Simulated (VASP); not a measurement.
**Si in VASP: convergence with k mesh**

The system is Si.

```
Si
1.0
     2.62054    0.00000    0.00000
    -1.31027    2.26946    0.00000
     0.00000    0.00000    2.46635
Si
1
Direct
  0.00000 0.00000 0.00000
```

This isn't the form of Si at room conditions, which is diamond.

| Quantity | Value |
| --- | --- |
| Program | VASP 6.6.1 |
| Task | single point |
| Functional | PBE |
| Potentials or basis | VASP PAW PBE potentials, release 64 (Si) |
| Cutoff | 520 eV |
| k mesh | 3 × 3 × 3 |
| Occupations | gaussian, width 0.02 eV |
| Spin | no spin polarisation |

These are the settings of the first run; the series varies k mesh, with any setting tied to it.

Hardware: 1 thread of AMD EPYC 9R45 (Zen 5), with other jobs on the host.

Task: The values tried are 3 × 3 × 3, 4 × 4 × 4, 5 × 5 × 5, 7 × 7 × 6, 8 × 8 × 8, 10 × 10 × 10, 13 × 13 × 12, 16 × 16 × 15, loosest first. From which on does the energy stay within 1 meV/atom of the tightest run that finished?

Result: From 13 × 13 × 12 on.

| k mesh | energy less the tightest run, at zero smearing (meV/atom) | pressure (GPa) | SCF cycles | CPU time (s) | peak memory (GiB) |
| --- | --- | --- | --- | --- | --- |
| 3 × 3 × 3 | 447.48 | 2.68 | 10 | 0.7 | 0.08 |
| 4 × 4 × 4 | 228.10 | 5.56 | 10 | 0.9 | 0.08 |
| 5 × 5 × 5 | 203.27 | 7.08 | 10 | 1 | 0.08 |
| 7 × 7 × 6 | -90.09 | 3.13 | 10 | 1.6 | 0.08 |
| 8 × 8 × 8 | 0.47 | 3.64 | 10 | 2.2 | 0.08 |
| 10 × 10 × 10 | 3.26 | 2.93 | 10 | 3.4 | 0.08 |
| 13 × 13 × 12 | -0.06 | 3.37 | 10 | 5.5 | 0.09 |
| 16 × 16 × 15 | 0.00 | 2.98 | 10 | 8.9 | 0.1 |

Not settled before the last step: the pressure (to 0.1 GPa). Meshes of other sizes hit other points, so gaps and Fermi surfaces needn't settle smoothly. The tightest run that finished is the yardstick and may itself not be fully converged.
